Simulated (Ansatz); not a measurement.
Crystal: Ir.

```xyz
2
Lattice="2.7514 0.0000 0.0000 -1.3757 2.3828 0.0000 0.0000 0.0000 4.4623" Properties=species:S:1:pos:R:3 pbc="T T T"
Ir    0.0000    1.5885    1.1156
Ir    1.3757    0.7943    3.3467
```

This isn't the form of Ir at room conditions, which is fcc.

Base run:

```yaml
Program: Ansatz 0.2.0
Functional: revPBE
Potentials_or_basis: Ansatz PAW
Cutoff: "420 eV (not typed: the program's choice for these potentials)"
k_mesh: 11 × 11 × 6
Occupations: fermi-dirac, width 0.05 eV
Spin: no spin polarisation
```

Its results: band gap on the k mesh none (metal or under the smearing width); pressure 1.6 GPa.

Task: The run is repeated on the same cell with these changes: functional from revPBE to r2SCAN; cutoff from 420 eV (not typed: the program's choice for these potentials) to 500 eV (not typed: the program's choice for these potentials). What comes out?

Result: Band gap on the k mesh none (metal or under the smearing width); pressure -8.7 GPa.

Caveats: spin-orbit coupling is left out, which moves the levels of the heavy elements; the PAW data sets come from PBE, with cores solved anew for the run's functional, which leaves a small shift of forces and pressure.
